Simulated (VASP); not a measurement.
Runs of VASP 6.6.1 on CdS (Greenockite). The structure is hexagonal, space group P6_3mc (No. 186). Conventional cell: a = 4.125 Å, b = 4.125 Å, c = 6.708 Å, α = 90.00°, β = 90.00°, γ = 120.00°. Cd (site symmetry 3m) is surrounded by 4 S at 2.52 to 2.53 Å. S (site symmetry 3m) has 4 Cd at 2.52 to 2.53 Å as nearest neighbours. 

```csv
task,level,cell,cutoff (eV),gap on the mesh (eV),pressure (GPa),relaxed volume (Å³/atom)
single point,PBEsol,"P6_3mc, 24.72 Å³/atom",520,1.10,(a),-
relaxation of cell and atoms,PBE,relaxed,600,1.10,0.0,(b)
relaxation of cell and atoms,PBEsol,relaxed,600,1.08,0.0,24.85
single point,PBE,"P6_3mc, 26.04 Å³/atom",520,1.11,0.3,-
```

Alike in all rows: potentials or basis VASP PAW PBE potentials, release 64 (Cd, S); no spin polarisation; k mesh 6 × 6 × 4; smearing fermi-dirac 0.02 eV.

Question: Estimate the missing entries.

Answer: (a) 0.4; (b) 26.18.

Caveats: the PAW data sets were made with another functional, which shifts forces and pressure a little (some runs).

A k mesh can miss the band edges, and the runs leave out spin-orbit coupling on Cd.
